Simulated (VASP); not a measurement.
The system is LiH.

```
Li H
1.0
     0.00000    2.00862    2.00862
     2.00862    0.00000    2.00862
     2.00862    2.00862    0.00000
Li H
1 1
Cartesian
  0.0000 0.0000 0.0000
  2.0086 2.0086 2.0086
```

The cell is a database's computed one.

```yaml
Program: VASP 6.6.1
Task: relaxation of cell and atoms
Functional: LDA
Potentials_or_basis: VASP PAW LDA potentials, release 64 (Li_sv, H)
Cutoff: 600 eV
k_mesh: 10 × 10 × 10
Occupations: gaussian, width 0.02 eV
Spin: no spin polarisation
```

At the start: pressure -3.1 GPa; volume 8.10 Å³/atom.

**Question.** Where does the relaxation end?

**Answer.** Over 4 steps the energy falls by 7.0 meV/atom and the volume is 7.41 Å³/atom (-8.5 %); space group Fm-3m (No. 225, to 0.05 Å).

The path:
| step | energy change (eV) | largest force (eV/Å) | pressure (GPa) | volume (Å³) |
| --- | --- | --- | --- | --- |
| 1 | 0.0000 | 0.0000 | -3.08 | 16.21 |
| 2 | -0.0062 | 0.0000 | -2.39 | 15.84 |
| 3 | -0.0136 | 0.0000 | -0.62 | 15.07 |
| 4 | -0.0141 | 0.0000 | 0.04 | 14.82 |

Final structure:
```cif
data_structure
_symmetry_space_group_name_H-M 'P 1'
_symmetry_Int_Tables_number 1
_cell_length_a 2.7574
_cell_length_b 2.7574
_cell_length_c 2.7574
_cell_angle_alpha 60.000
_cell_angle_beta 60.000
_cell_angle_gamma 60.000
_cell_volume 14.82
loop_
_atom_site_label
_atom_site_type_symbol
_atom_site_fract_x
_atom_site_fract_y
_atom_site_fract_z
_atom_site_occupancy
Li1 Li 0.00000 0.00000 0.00000 1
H1 H 0.50000 0.50000 0.50000 1
```

Caveat: the cutoff is under 1.25 times the usual one of these potentials, so pressure, stress and relaxed cells hold a basis-set (Pulay) error.
